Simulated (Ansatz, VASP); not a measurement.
CsSnI3: VASP beside Ansatz

```xyz
5
Lattice="6.0358 0.0000 0.0000 0.0000 6.0358 0.0000 0.0000 0.0000 6.0358" Properties=species:S:1:pos:R:3 pbc="T T T"
Cs    3.0179    3.0179    3.0179
Sn    0.0000    0.0000    0.0000
I     3.0179    0.0000    0.0000
I     0.0000    3.0179    0.0000
I     0.0000    0.0000    3.0179
```

Alike in both runs: functional LDA; k mesh 6 × 6 × 6; no spin polarisation.

Ansatz relaxed the structure, and its values are those at the end. VASP's run is a single point on that final structure, the one shown.

|  | VASP | Ansatz |
| --- | --- | --- |
| version | VASP 6.6.1 | Ansatz 0.2.0 |
| potentials or method | VASP PAW LDA potentials, release 64 (Cs_sv, Sn_d, I) | scalar-relativistic, plane waves, PAW |
| plane-wave cutoff (eV) | 520 | 420 |
| occupations | gaussian, width 0.01 eV | fixed |
| valence electrons in the cell | 44 | 74 |

|  | VASP | Ansatz | Ansatz less VASP |
| --- | --- | --- | --- |
| gap on the k mesh at the Fermi level (eV) | none | none | - |
| pressure (GPa) | 0.0 | 0.0 | -0.03 |

A gap of «none» marks a metal or a gap that the smearing closes. The two sets of potentials don't hold the same shells in valence. Ansatz warned: «forces_off_the_residual_converged_image».

The runs have no spin-orbit coupling, so splittings on Cs, I are missing.
